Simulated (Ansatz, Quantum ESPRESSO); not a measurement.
# SrO (rock salt): bulk modulus from a few volumes

How stiff is rock salt SrO under hydrostatic load? Each row relaxes cell and atoms at a set pressure. The phase is followed to these pressures whether or not it stays the stable one.

Calculated with Quantum ESPRESSO 7.5, PBEsol, GBRV 1.5 ultrasoft potentials, cutoff 680 eV, Fermi–Dirac smearing 0.02 eV, k-mesh 9×9×9, no spin polarisation, no spin-orbit coupling.

Reference cell, relaxed at zero pressure with PBEsol (Fm-3m): a = 3.6217 Å, b = 3.6217 Å, c = 3.6217 Å, α = 60.00°, β = 60.00°, γ = 60.00°.

```
atom       x       y       z
  Sr  0.0000  0.0000  0.0000
   O  0.5000  0.5000  0.5000
```

| V (Å³/atom) | V/V0 | P (GPa) | E − E0 (meV/atom) |
| --- | --- | --- | --- |
| 16.0154 | 0.9536 | 4.995 | 12.2 |
| 15.3957 | 0.9167 | 9.997 | 41.3 |
| 14.8841 | 0.8862 | 14.986 | 81.4 |
| 14.4485 | 0.8603 | 19.972 | 129.2 |
| 13.7346 | 0.8178 | 29.943 | 240.1 |

V0 = 16.7951 Å³ an atom, where the residual pressure P0 is +0.002 GPa. **Question.** Fit the Birch–Murnaghan law and give the pressure and the energy at V = 17.6055 Å³ an atom, a row left out above.

With the Eulerian strain f = ½[(V0/V)^(2/3) − 1] and F = (P − P0)/[3f(1 + 2f)^(5/2)], the third-order law is the line F = B0 + (3/2) B0 (B′ − 4) f.

```csv
f,F (GPa)
0.07176,99.46
0.05277,98.16
0.04193,97.40
0.02986,96.53
0.01610,95.51
```

A straight line through the 5 rows: the means are 0.04248 for f and 97.412 for F, Σ(Δx)² = 0.001819 and ΣΔxΔy = 0.129, so the slope is 0.129/0.001819 = 70.917 and the intercept 97.412 − (70.917)(0.04248) = 94.399.

Hence B0 = 94.4 GPa and B′ = 4 + (70.9)/(1.5 × 94.4) = 4.50. For the withheld volume f = −0.01546, F = 93.30 GPa and P = −4.00 GPa, an extrapolation past the fitted rows. The run itself gives −3.99 GPa, so the estimate misses by 0.01 GPa, a rounding's worth.

Integrating the same law gives E − E0 = (9/2) B0 V0 f²[1 + (B′ − 4) f] + P0(V0 − V), with 1 GPa Å³ = 6.2415 meV: 10.6 meV an atom. The run itself gives 10.0 meV, so the estimate misses by 0.6 meV; the fitted rows themselves lie up to 2.5 meV off the law.

The same fit over all rows at other levels or in other programs gives B0 = 94 GPa with PBEsol (Ansatz).

[Logs are printed without paths, hosts, clocks, repeated set-up lines and the standing remarks that a program may print on its own settings, such as how far it seeks lower states.]
